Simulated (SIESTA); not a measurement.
Si under changes of volume

One of the cells (14.950 Å³/atom); the others are scaled copies at fixed shape and fractional positions:

```
Si
1.0
    -2.37137    2.37137    1.32927
     2.37137   -2.37137    1.32927
     2.37137    2.37137   -1.32927
Si
2
Direct
  0.50000 0.50000 0.00000
  0.25000 0.75000 0.50000
```

This isn't the form of Si at room conditions, which is diamond.

| Item | Value |
| --- | --- |
| Program | SIESTA 5.4.2 |
| Functional | LDA |
| Potentials or basis | PseudoDojo 0.4 standard (LDA files) |
| Basis | DZP (energy shift 0.003 Ry) |
| Grid cutoff | 500 Ry |
| Energy shift | 0.003 Ry |
| k mesh | 11 × 11 × 11 |
| Occupations | fermi-dirac, width 0.05 eV |
| Spin | no spin polarisation |

```csv
volume (Å³/atom),energy over the lowest point (meV/atom),pressure (GPa)
14.053,20.07,7.8
14.352,8.38,4.8
14.651,?,?
14.950,0.00,-0.1
15.249,2.26,-2.2
15.548,8.19,-4.1
15.847,17.38,-5.7
```

Task: What does the run at 14.651 Å³/atom give?

Result: Energy over the lowest point 1.88 meV/atom; pressure 2.2 GPa.

Worked out: A Birch-Murnaghan fit of order 3 (a polynomial in V^(-2/3)) to the other rows has its minimum at 14.93 Å³/atom with B0 = V·E''(V) = 111 GPa and B' = 4.8 at fixed shape and positions, which overstates the stiffness. It gives 1.88 meV/atom at 14.651 Å³/atom, against the run's 1.88, and -dE/dV = 2.2 GPa, against 2.2.

Energies are extrapolated to zero smearing.

Caveats: the basis of atomic orbitals isn't converged, which shifts pressures, moduli and gaps.
